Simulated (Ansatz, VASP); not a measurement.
**Two plane-wave programs on Sb**

```
CELL_PARAMETERS angstrom
-1.84429 1.84429 1.84429
1.84429 -1.84429 1.84429
1.84429 1.84429 -1.84429
ATOMIC_POSITIONS crystal
Sb 0.00000 0.00000 0.00000
```

Alike in both runs: task single point; functional PBE; k mesh 13 × 13 × 13; occupations fermi-dirac, width 0.1 eV; no spin polarisation.

```csv
,VASP,Ansatz
version,VASP 6.6.1,Ansatz 0.2.0
potentials or method,"VASP PAW PBE potentials, release 64 (Sb)","plane waves (420 eV) with PAW, scalar-relativistic"
plane-wave cutoff (eV),520,420
valence electrons in the cell,5,15
```

Ansatz gave:

- pressure (GPa): 5.7

Question: Which values does VASP return?

Answer: Pressure (GPa): 5.6.

The two sets of potentials don't hold the same shells in valence.

The runs have no spin-orbit coupling, so splittings on Sb are missing.
